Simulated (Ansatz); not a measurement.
# In2O3: relaxing the atoms, part 2 of 3

Aim: for In2O3, 5 runs in a chain (relaxing the atoms).

Ansatz 0.2.0; DFT LDA, scalar-relativistic, plane waves, PAW.

### 3 Relaxing the atoms

Contents of input.yaml:

```yaml
crystal:
  lattice:
    - [-4.95733, 4.95733, 4.95733]
    - [4.95733, -4.95733, 4.95733]
    - [4.95733, 4.95733, -4.95733]
  atoms:
    - { symbol: In, position: [0.5, 0.5, 0.5] }
    - { symbol: In, position: [0.5, 0.0, 0.0] }
    - { symbol: In, position: [0.0, 0.5, 0.0] }
    - { symbol: In, position: [0.0, 0.0, 0.5] }
    - { symbol: In, position: [0.25, 0.7163, 0.4663] }
    - { symbol: In, position: [0.75, 0.7837, 0.0337] }
    - { symbol: In, position: [0.4663, 0.25, 0.7163] }
    - { symbol: In, position: [0.0337, 0.75, 0.7837] }
    - { symbol: In, position: [0.7163, 0.4663, 0.25] }
    - { symbol: In, position: [0.7837, 0.0337, 0.75] }
    - { symbol: In, position: [0.75, 0.2837, 0.5337] }
    - { symbol: In, position: [0.25, 0.2163, 0.9663] }
    - { symbol: In, position: [0.5337, 0.75, 0.2837] }
    - { symbol: In, position: [0.9663, 0.25, 0.2163] }
    - { symbol: In, position: [0.2837, 0.5337, 0.75] }
    - { symbol: In, position: [0.2163, 0.9663, 0.25] }
    - { symbol: O, position: [0.5354, 0.7708, 0.547] }
    - { symbol: O, position: [0.7238, 0.9884, 0.953] }
    - { symbol: O, position: [0.9646, 0.5116, 0.2354] }
    - { symbol: O, position: [0.7762, 0.7292, 0.2646] }
    - { symbol: O, position: [0.547, 0.5354, 0.7708] }
    - { symbol: O, position: [0.953, 0.7238, 0.9884] }
    - { symbol: O, position: [0.2354, 0.9646, 0.5116] }
    - { symbol: O, position: [0.2646, 0.7762, 0.7292] }
    - { symbol: O, position: [0.7708, 0.547, 0.5354] }
    - { symbol: O, position: [0.9884, 0.953, 0.7238] }
    - { symbol: O, position: [0.5116, 0.2354, 0.9646] }
    - { symbol: O, position: [0.7292, 0.2646, 0.7762] }
    - { symbol: O, position: [0.4646, 0.2292, 0.453] }
    - { symbol: O, position: [0.2762, 0.0116, 0.047] }
    - { symbol: O, position: [0.0354, 0.4884, 0.7646] }
    - { symbol: O, position: [0.2238, 0.2708, 0.7354] }
    - { symbol: O, position: [0.453, 0.4646, 0.2292] }
    - { symbol: O, position: [0.047, 0.2762, 0.0116] }
    - { symbol: O, position: [0.7646, 0.0354, 0.4884] }
    - { symbol: O, position: [0.7354, 0.2238, 0.2708] }
    - { symbol: O, position: [0.2292, 0.453, 0.4646] }
    - { symbol: O, position: [0.0116, 0.047, 0.2762] }
    - { symbol: O, position: [0.4884, 0.7646, 0.0354] }
    - { symbol: O, position: [0.2708, 0.7354, 0.2238] }
scf:
  occupations: { method: fixed }
output:
  forces: true
  stress: true
hamiltonian:
  xc: lda
kpoints:
  mp_grid: { grid: [2, 2, 2] }
relax:
  f_tol: 0.01
```

Started as:

```console
> ansatz run input.yaml --threads 8 --pin off --max-ram 18432MiB --backend cpu --events-out ev --progress --plain --runs-dir out
```

Log, shortened:

```text
Warning: output.stress: scf.convergence.dr2_threshold = 1e-7 eV (the SCF's general default) is looser than the 4e-9 eV advised for a printed stress (1e-10 eV for each atom of the cell: 40). What an SCF threshold leaves in a stress goes as its square root, and in the free energy as the [...]
Warning: RAYON_NUM_THREADS=8 ignored (pool sized by the plan → 8); use --threads N
[...]
Pseudopotentials: kind: paw
Pseudopotential: In, paw, valence charge 13, recommended cutoff 420 eV (normal), In.paw.azcp
Pseudopotential: O, paw, valence charge 6, recommended cutoff 420 eV (normal), O.paw.azcp
[...]
    - { symbol: O, position: [0.4539722408163903, 0.4645367669212698, 0.22758480689843544] }
    - { symbol: O, position: [0.046027759183609615, 0.2736125660820451, 0.01056452610487954] }
    - { symbol: O, position: [0.7630480399771654, 0.035463233078730116, 0.48943547389512043] }
    - { symbol: O, position: [0.7369519600228345, 0.2263874339179549, 0.27241519310156453] }
    - { symbol: O, position: [0.22758480689843547, 0.45397224081639037, 0.4645367669212698] }
    - { symbol: O, position: [0.01056452610487954, 0.046027759183609615, 0.2736125660820451] }
    - { symbol: O, position: [0.4894354738951205, 0.7630480399771655, 0.03546323307873006] }
    - { symbol: O, position: [0.27241519310156453, 0.7369519600228345, 0.2263874339179548] }
```

It took 5.2 s on 8 threads of Intel Xeon Platinum 8488C (Sapphire Rapids), shared host; peak memory 1.7 GiB.

The steps of the relaxation:

```
step  E - E(step 1) (eV/cell)  largest force component (eV/Å)
   1                   0.0000                          0.2632
   2                  -0.0735                          0.0166
   3                  -0.0741                          0.0096
```

Step 1 is the start.

### 4 Relaxing the atoms

Edit input.yaml of step 3 so:

```diff
@@ -2,5 +2,5 @@
   lattice:
-    - [-4.95733, 4.95733, 4.95733]
-    - [4.95733, -4.95733, 4.95733]
-    - [4.95733, 4.95733, -4.95733]
+    - [-4.8814525, 4.8814525, 4.8814525]
+    - [4.8814525, -4.8814525, 4.8814525]
+    - [4.8814525, 4.8814525, -4.8814525]
   atoms:
```

Started as:

```console
> ansatz run input.yaml --threads 8 --pin off --max-ram 18432MiB --backend cpu --events-out ev --progress --plain --runs-dir out
```

Log, shortened:

```text
Warning: output.stress: scf.convergence.dr2_threshold = 1e-7 eV (the SCF's general default) is looser than the 4e-9 eV advised for a printed stress (1e-10 eV for each atom of the cell: 40). What an SCF threshold leaves in a stress goes as its square root, and in the free energy as the [...]
Warning: RAYON_NUM_THREADS=8 ignored (pool sized by the plan → 8); use --threads N
[...]
[... 3 set-up lines as earlier in the session ...]
[...]
    - { symbol: O, position: [0.4523632311571538, 0.4641962273255733, 0.22703090486947686] }
    - { symbol: O, position: [0.04763676884284615, 0.27466767371232303, 0.011832996168419513] }
    - { symbol: O, position: [0.7628346775439034, 0.03580377267442668, 0.48816700383158046] }
    - { symbol: O, position: [0.7371653224560966, 0.22533232628767694, 0.27296909513052325] }
    - { symbol: O, position: [0.22703090486947686, 0.4523632311571538, 0.4641962273255733] }
    - { symbol: O, position: [0.011832996168419485, 0.04763676884284618, 0.27466767371232303] }
    - { symbol: O, position: [0.48816700383158046, 0.7628346775439034, 0.03580377267442668] }
    - { symbol: O, position: [0.27296909513052325, 0.7371653224560966, 0.22533232628767697] }
```

Run time: 4.7 s. Hardware: 8 threads of Intel Xeon Platinum 8488C (Sapphire Rapids), shared host; peak memory 1.6 GiB.

Relaxation path:

| step | E - E(step 1) (eV/cell) | largest force component (eV/Å) |
| --- | --- | --- |
| 1 | 0.0000 | 0.2620 |
| 2 | -0.0725 | 0.0156 |
| 3 | -0.0729 | 0.0095 |

Step 1 is the start.

[end of part 2 of 3]
